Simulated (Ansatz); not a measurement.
Wires are cut from relaxed bulk Si (Fd-3m, 20.05 Å³/atom, gap on the mesh 0.46 eV); atoms and period are relaxed, and energies count from that bulk.

Computed with DFT PBEsol, scalar-relativistic, plane waves, PAW in Ansatz.

Cutoff 420 eV, Gaussian smearing of 0.05 eV, energies at zero smearing, symmetry of each start kept, collinear spin where a moment is listed.

```csv
start,atoms,k mesh,excess energy (eV per host atom),line energy (eV/Å),period (Å),gap on the mesh (eV),size of the moment (μB per cell)
"[111] wire, 20 host atoms a period*",20,1×1×4,0.659,2.071,6.365,0,0.00
"[111] wire, 26 host atoms a period",26,1×1×4,0.688,1.805,9.906,0.26,0.00
```

* ends far from its start.

Each run keeps its start's symmetry and one magnetic start, so lower states can exist.

Cost: 2 runs of about 73 core-minutes in all, on AMD EPYC 9R45 (Zen 5) (shared hosts).